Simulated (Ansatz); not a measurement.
## Stack of 2H-MoOSe under Ti2CF2 MXene , upper layer turned by 180° in a perpendicular field

Wanted: the out-of-plane response of the stack of 2H-MoOSe under Ti2CF2 MXene , upper layer turned by 180°. A positive field points along +c.

Main program and level: Ansatz 0.2.0; plane-wave DFT, PBE-D3(BJ), Ansatz PAW.

This is a report of a sequence of runs, with the program logs left out and the cost of each run kept.

## 1. The system as given

The cell holds 8 atoms: 1 Se, 1 Mo, 1 O, 2 F, 2 Ti and 1 C. Its edges and angles: a = 3.087 Å, b = 3.087 Å, c = 28.042 Å, α = 90.0°, β = 90.0°, γ = 120.0°. Regions: layer 1: 2H-MoOSe, 3 atoms (1 Se, 1 Mo and 1 O); layer 2: Ti2CF2 MXene, 5 atoms (2 F, 2 Ti and 1 C). Vacuum lies along c.

## 2. Relaxation

The starting cell is a guess, so the in-plane lattice and the atoms are relaxed first, with the slab cut off from its images along the normal. The program lengthens the vector along the normal by itself, so c and the volume that it reports differ from the typed ones.

File input.yaml:

```yaml
crystal:
  lattice:
    - [3.087046, 0.0, 0.0]
    - [-1.543523, 2.6734602587, 0.0]
    - [0.0, 0.0, 28.041577917]
  atoms:
    - { symbol: Se, position: [0.3333333333, 0.6666666667, 0.3209519816] }
    - { symbol: Mo, position: [0.0, 0.0, 0.3890054819] }
    - { symbol: O, position: [0.3333333333, 0.6666666667, 0.4267262365] }
    - { symbol: F, position: [0.0, 0.0, 0.5265779641] }
    - { symbol: Ti, position: [0.6666666667, 0.3333333333, 0.5591894794] }
    - { symbol: C, position: [0.3333333333, 0.6666666667, 0.6028129912] }
    - { symbol: Ti, position: [0.0, 0.0, 0.6464365031] }
    - { symbol: F, position: [0.6666666667, 0.3333333333, 0.6790480184] }
  periodic: [true, true, false]
kpoints:
  mp_grid: { grid: [12, 12, 1] }
hamiltonian:
  xc: pbe
  dispersion: d3bj
scf:
  occupations: { method: fermi_dirac, width: 0.05 }
  convergence: { dr2_threshold: 1.0e-09 }
relax:
  f_tol: 0.004
  max_steps: 90
  cell: {}
output:
  write_potential: true
  write_density: true
  volumetric_format: npy
```

Started as:

```console
ansatz run input.yaml --threads 4 --pin off --max-ram 6144MiB --backend cpu --events-out ev --progress --plain --runs-dir out
```

Run time: 1.7 min. Hardware: 4 threads of Arm Neoverse V2, shared host; peak memory 0.94 GiB.

This run has no spin polarisation, although Mo and Ti can carry a moment.

The steps of the relaxation:

```
step  energy less that of the first step (eV)  largest force component (eV/Å)  volume (Å³)
   1                                   0.0000                          4.8660       362.17
   2                                  -1.1312                          2.4699       349.78
   3                                  -1.3742                          0.5753       347.97
   4                                  -1.3957                          0.2152       352.79
   5                                  -1.3999                          0.1278       350.81
   6                                  -1.4004                          0.0145       351.12
   7                                  -1.4005                          0.0016       351.08
  8*                                  -1.3938                          0.0016       351.08
   9                                  -1.3940                          0.0009       350.84
 10*                                  -1.3939                          0.0009       350.84
```

Relaxation steps marked * repeat the geometry before them on a plane-wave basis chosen anew for their cell, so energy and pressure can jump there.

The run keeps the 6 symmetry operations that the program found, so distortions that break them were not tested.

```
cell as run  before  after  change
      a (Å)   3.087  3.038  -1.6 %
      b (Å)   3.087  3.038  -1.6 %
```

The atoms that moved most (Å, along periodic axes as changes of fractional coordinates times the final cell, across vacuum about the mean position):

```
atom     dx     dy      dz  length
  F4  0.000  0.000  -0.296   0.296
  F8  0.000  0.000   0.184   0.184
 Se1  0.000  0.000   0.176   0.176
 Ti7  0.000  0.000  -0.155   0.155
  O3  0.000  0.000   0.103   0.103
  C6  0.000  0.000  -0.068   0.068
 Mo2  0.000  0.000   0.042   0.042
 Ti5  0.000  0.000   0.015   0.015
```

This step gave:

| Property | Result |
| --- | --- |
| energy at zero smearing | -17867.9579 eV |

The lattice constant a goes from 3.087 to 3.038 Å.

## 3. Single point, field 0

A sawtooth potential applies the field, turning back in the middle of the vacuum. With the dipole correction the typed value is the field outside the slab. The induced dipole is small, so the SCF threshold is tight.

The cell differs from the one that the last finished run ended in (c 43.883 → 28.049 Å).

File input.yaml:

```yaml
crystal:
  lattice:
    - [3.0383875442, 0.0, 0.0]
    - [-1.5191937721, 2.6313207998, 0.0]
    - [0.0, 0.0, 28.0490658355]
  atoms:
    - { symbol: Se, position: [0.3333333333, 0.6666666667, 0.320866301] }
    - { symbol: Mo, position: [0.0, 0.0, 0.3841182185] }
    - { symbol: O, position: [0.3333333333, 0.6666666667, 0.4239942105] }
    - { symbol: F, position: [0.0, 0.0, 0.5095911606] }
    - { symbol: Ti, position: [0.6666666667, 0.3333333333, 0.5533060757] }
    - { symbol: C, position: [0.3333333333, 0.6666666667, 0.5939592463] }
    - { symbol: Ti, position: [0.0, 0.0, 0.6344579969] }
    - { symbol: F, position: [0.6666666667, 0.3333333333, 0.679133699] }
kpoints:
  mp_grid: { grid: [18, 18, 1] }
  band_path:
    path: [[0, 0, 0], [0.5, 0, 0], [0.33333333, 0.33333333, 0], [0, 0, 0]]
    npoints: 16
hamiltonian:
  xc: pbe
  dispersion: d3bj
scf:
  occupations: { method: fermi_dirac, width: 0.05 }
  convergence: { dr2_threshold: 1.0e-10 }
efield:
  axis: 3
  dipole_correction: true
  ramp_position: 0.97
  ramp_width: 0.06
  amplitude: 0
output:
  dos: { projected: true, e_range: [-6, 5] }
  bader: true
  write_potential: true
  write_density: true
  volumetric_format: npy
  elf: true
```

Wall time 33 s (4 threads); peak memory 0.87 GiB.

Read from the output:

* energy at zero smearing: -17867.9655 eV
* work function, upper face: 4.792 eV
* work function, lower face: 3.230 eV
* dipole along the normal: -0.06900 e·Å
* step between the vacuum levels: 1.562 eV

Running mean over a fixed 2.8 Å (it still follows the layers) of the planar mean; the ramp of the sawtooth is left out. The electron's electrostatic potential energy less the Fermi level by z:

```
z (Å)  electron's electrostatic potential energy less the Fermi level (eV)
    4                                                                 3.23
    5                                                                 3.23
    6                                                                 3.17
    7                                                                 2.01
    8                                                                -1.91
    9                                                                -6.44
   10                                                                -12.6
   11                                                                -12.4
   12                                                                -6.65
   13                                                               -0.674
   14                                                                -2.45
   15                                                                -7.93
   16                                                                -10.2
   17                                                                -10.6
   18                                                                -9.16
   19                                                                -4.40
   20                                                                 1.14
   21                                                                 4.55
   22                                                                 4.79
   23                                                                 4.79
   24                                                                 4.79
```

The density of states has structure finer than the step of the table below, so its rows give means over 0.2 eV. Peaks (eV: height): -3.93: 13.8, -3.63: 11.9, -3.49: 12.2, -2.06: 10.8, 0.31: 11.6, 1.03: 10.7, 1.20: 12.0.

The density of states by energy, zero at the Fermi level; means over each step:

```
energy (eV)  density of states (states/eV a cell)
       -5.8                                  5.07
       -5.6                                  1.90
       -5.4                                  3.03
       -5.2                                  2.04
       -5.0                                  1.40
       -4.8                                  1.42
       -4.6                                  5.69
       -4.4                                  2.60
       -4.2                                  2.40
       -4.0                                  6.70
       -3.8                                  5.33
       -3.6                                  8.05
       -3.4                                  5.45
       -3.2                                  3.03
       -3.0                                  4.95
       -2.8                                  3.56
       -2.6                                  1.03
       -2.4                                     0
       -2.2                                  1.14
       -2.0                                  5.96
       -1.8                                  1.21
       -1.6                                  1.20
       -1.4                                  1.22
       -1.2                                  1.30
       -1.0                                  1.33
       -0.8                                  1.13
       -0.6                                  1.29
       -0.4                                  1.71
       -0.2                                  1.28
        0.0                                  2.02
        0.2                                  4.39
        0.4                                  6.59
        0.6                                  2.47
        0.8                                  2.22
        1.0                                  6.57
        1.2                                  6.39
```

Projected DOS per atom over height of the atomic layer and energy from the Fermi level. Layers: Se Mo O F Ti C Ti F from below.

Ten even steps from '_' (0.00 states/eV) to '@' (3.21 states/eV), each cell a mean:
```
::@@..__::__::__
..==____::__::__
..==____::__::__
::**____::__::__
________..__..__
________::__::__
________..__..__
________..__..__
________..__..__
__--..__________
..**::__________
________________
::--____..::..__
....____..--..__
....____--@@==__
##::--__..--..__
::__..__..::..__
..__..__..==..__
..__..__________
..__--__________
....++__________
::++%%__________
```
Columns: height of the atomic layer (Å) from 9 to 19.0 (not evenly spaced); rows upwards: energy from the Fermi level (eV) from -5.96 to 1.33.

Electronic bands along the path, in eV, zero at the Fermi level:

```
  point  band 36  band 37  band 38  band 39  band 40  band 41  band 42  band 43
      Γ    -2.54    -2.54    -0.93    -0.04    -0.04     0.24     1.17     1.17
halfway    -2.90    -2.87    -1.97    -0.99     0.34     0.88     0.95     1.05
      M    -2.96    -2.63    -2.05    -1.76     0.54     1.08     1.58     1.93
halfway    -3.76    -3.46    -1.87    -0.72     0.29     1.29     1.35     1.58
      K    -3.98    -3.47    -2.02     0.02     0.43     1.01     1.04     1.38
halfway    -3.43    -3.34    -1.95    -0.25    -0.09     0.23     1.03     1.50
      Γ    -2.54    -2.54    -0.93    -0.04    -0.04     0.24     1.17     1.17
```

Valence density in the ca plane at fractional y = 0.667, with atoms of Se and O and C within 0.2 Å of it. It is the smooth field of the valence electrons, not physical close to the nuclei.

Values in e/Å³, 5 rows by 16 columns, each cell a mean:
```
 0  0  1  1  0  0  0  1  0  0  0  0  0  0  0  0
 0  1  1  1  0  0  0  0  0  0  0  0  0  0  0  0
 3  7  0  2  2  0  0  0  1  1  0  0  0  0  0  0
 5 12  0  3  3  0  0  0  1  1  0  0  0  0  0  0
 1  1  0  1  0  0  0  0  1  0  0  0  0  0  0  0
```
Columns run along c (16.0 Å, from fractional 0.29 to 0.86 of the cell), rows up along a (3.0 Å). Atoms in or near the plane, at fractional coordinates: Se at (0.32, 0.33), O at (0.42, 0.33), C at (0.59, 0.33).

ELF in the ca plane at fractional y = 0.667, with atoms of Se and O and C within 0.2 Å of it. It is the smooth field of the valence electrons, not physical close to the nuclei.

Values, 5 rows by 16 columns, each cell a mean:
```
0.00 0.00 0.00 0.00 0.00 0.03 0.18 0.33 0.22 0.30 0.09 0.07 0.52 0.17 0.20 0.22
0.00 0.00 0.00 0.00 0.01 0.16 0.53 0.61 0.31 0.25 0.39 0.07 0.34 0.13 0.37 0.40
0.00 0.00 0.00 0.00 0.05 0.54 0.84 0.55 0.44 0.47 0.75 0.27 0.04 0.22 0.65 0.65
0.00 0.00 0.00 0.00 0.07 0.60 0.84 0.41 0.44 0.52 0.70 0.33 0.02 0.30 0.63 0.58
0.00 0.00 0.00 0.00 0.02 0.30 0.73 0.71 0.38 0.31 0.62 0.12 0.21 0.11 0.52 0.56
```
Columns run along c (16.0 Å, from fractional 0.07 to 0.64 of the cell), rows up along a (3.0 Å). Atoms in or near the plane, at fractional coordinates: Se at (0.32, 0.33), O at (0.42, 0.33), C at (0.59, 0.33).

Electrostatic potential energy in the ca plane at fractional y = 0.667, with atoms of Se and O and C within 0.2 Å of it. With pseudopotentials it is smooth inside the atoms' cores, unlike the true potential.

Ten even steps from '0' (-32 eV) to '9' (8 eV), each cell a mean:
```
99999999999999888875335899999988655788754678
99999999999999988875335799999988645688754678
99999999999998765777557899999998766788766788
99999999999997434367777448999998888743688889
99999999999996466447883003999999888300288899
99999999999996466447883002999999888300278899
99999999999997444357776227999999888632688889
99999999999998755677667889999998777787776789
```
Columns run along c (16.0 Å, from fractional 0.12 to 0.69 of the cell; values clipped at the 3rd and 97th percentile), rows up along a (3.0 Å). Atoms in or near the plane, at fractional coordinates: Se at (0.32, 0.33), O at (0.42, 0.33), C at (0.59, 0.33).

The work function of the upper face is 4.79 eV.

## 4. Single point, field 0.1 V/Å

input.yaml, as its differences from that of step 3:

```diff
@@ -30,6 +30,4 @@
   ramp_width: 0.06
-  amplitude: 0
+  amplitude: 0.1
 output:
-  dos: { projected: true, e_range: [-6, 5] }
-  bader: true
   write_potential: true
@@ -37,2 +35 @@
   volumetric_format: npy
-  elf: true
```

Elapsed: 27 s, on 4 threads; peak memory 0.84 GiB; 1.8 min of CPU time.

The dipole is -0.0192 e·Å, 0.0498 e·Å from its value without field.

## 5. Atoms held, field -0.1 V/Å

input.yaml, as its differences from that of step 4:

```diff
@@ -30,3 +30,3 @@
   ramp_width: 0.06
-  amplitude: 0.1
+  amplitude: -0.1
 output:
```

It took 27 s on 4 threads; peak memory 0.84 GiB.

The dipole is -0.119 e·Å, -0.0497 e·Å from its value without field.

## 6. Single point, field 0.2 V/Å

input.yaml, as its differences from that of step 5:

```diff
@@ -30,3 +30,3 @@
   ramp_width: 0.06
-  amplitude: -0.1
+  amplitude: 0.2
 output:
```

Wall time 28 s (4 threads); peak memory 0.84 GiB.

The dipole is 0.0307 e·Å, 0.0997 e·Å from its value without field.

## 7. Atoms held, field -0.2 V/Å

input.yaml, as its differences from that of step 6:

```diff
@@ -30,3 +30,3 @@
   ramp_width: 0.06
-  amplitude: 0.2
+  amplitude: -0.2
 output:
```

Run time: 27 s. Hardware: 4 threads; peak memory 0.84 GiB; 1.8 min of CPU time.

The dipole is -0.168 e·Å, -0.0992 e·Å from its value without field.

## 8. Single point, field 0.35 V/Å

input.yaml, as its differences from that of step 7:

```diff
@@ -30,4 +30,6 @@
   ramp_width: 0.06
-  amplitude: -0.2
+  amplitude: 0.35
 output:
+  dos: { projected: true, e_range: [-6, 5] }
+  bader: true
   write_potential: true
@@ -35 +37,2 @@
   volumetric_format: npy
+  elf: true
```

It took 42 s on 4 threads; peak memory 0.86 GiB; 2.7 min of CPU time.

The dipole is 0.106 e·Å, 0.175 e·Å from its value without field.

## 9. Response, atoms held

This step: plane-wave DFT, PBE-D3(BJ), Ansatz PAW; response to a field along the normal, atoms held (Ansatz 0.2.0).

The dipoles give the slope, and the difference of two potentials shows where the field is screened.

This step gave:

- equivalent conductor thickness p/(ε₀AE): 11.26 Å
- distance between the outer atoms: 10.05 Å

The dipole of the cell by applied field:

```
applied field (V/Å)  dipole of the cell (e·Å)
             -0.200                    -0.168
             -0.100                    -0.119
              0.000                   -0.0690
              0.100                   -0.0192
              0.200                    0.0307
              0.350                     0.106
```

Local field over the applied field, running mean. From the potentials at -0.1 and 0.1 V/Å; running mean over 2.5 Å. Local field over applied field against z:

```
z (Å)  local field over applied field
    5                           0.995
    6                           0.959
    7                           0.775
    8                           0.429
    9                           0.122
   10                          0.0259
   11                          0.0202
   12                          0.0169
   13                          0.0262
   14                          0.0257
   15                          0.0133
   16                         0.00440
   17                          0.0515
   18                           0.179
   19                           0.436
   20                           0.727
   21                           0.944
   22                           0.996
   23                           1.000
```

(Continued in part 2 of 2.)

[Long decimals in the printed logs are rounded to 6 places.]

[Logs are printed without paths, hosts, clocks, repeated set-up lines and the standing remarks that a program may print on its own settings, such as how far it seeks lower states.]

[Hosts, paths, dates, database ids (printed as entryN), source tags and the programs' standing remarks are cut or masked in the printed files.]

[Maps of the electrostatic potential energy from Ansatz leave out the sawtooth potential of an applied field or a dipole correction, so their vacuum need not be flat; planar profiles and work functions include it.]

[The density of states shown here was stored with 400 of the rows of the run's finer table, so its peaks can read low, often by over a quarter, or be missed, and its means over a window can be off by a tenth or more.]
